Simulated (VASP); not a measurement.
Write the native input for VASP 6.6.1 that does the following.

```
Task                   : single point
Functional             : PBEsol
Potentials or basis    : VASP PAW PBE potentials, release 64 (Fe, Si)
Cutoff                 : 520 eV
k mesh                 : 16 × 16 × 8
Occupations            : gaussian, width 0.1 eV
Spin                   : no spin polarisation
Dipole correction      : no
Further INCAR settings : ALGO = Fast; EDIFF = 1e-06; NBANDS = 15
```

The structure of FeSi2 lies in POSCAR:

```
FeSi2
1.0
    2.7565700229      0.0000000000      0.0000000000
    0.0000000000      2.7565700229      0.0000000000
    0.0000000000      0.0000000000      5.0144478464
Fe Si
1 2
Direct
    0.0000000000      0.0000000000      0.0000000000
    0.5000000000      0.5000000000      0.2700323293
    0.5000000000      0.5000000000      0.7299676707
```

The cell isn't the ideal one: biaxial strain in the a-b plane, c and atoms relaxed: +3.0 %.

The input as run:

INCAR

```
SYSTEM = FeSi2
ALGO = Fast
EDIFF = 1E-6
ENCUT = 520
GGA = PS
ISIF = 2
ISMEAR = 0
LASPH = .TRUE.
LCHARG = .FALSE.
LREAL = .FALSE.
LWAVE = .FALSE.
NBANDS = 15
NELM = 100
PREC = Accurate
SIGMA = 0.1
```

KPOINTS

```
k-points
0
G
  16 16 8
  0 0 0
```

Potentials or basis: VASP PAW PBE potentials, release 64 (Fe, Si).

Launch:

```console
$ cat potpaw_PBE.64/Fe/POTCAR potpaw_PBE.64/Si/POTCAR > POTCAR
$ mpirun -np 1 vasp_std > vasp.out
```

Results of the run:

| Property | Result |
| --- | --- |
| Pressure | -5.7 GPa |
| Largest force | 0.165 eV/Å |
| Band gap on the k mesh | none (metal or under the smearing width) |

Caveat: the PAW data sets were made with another functional, which shifts forces and pressure a little.

Wall time 87 s on 1 thread of AMD EPYC 9R14 (Zen 4) (shared host), peak memory 0.22 GiB.
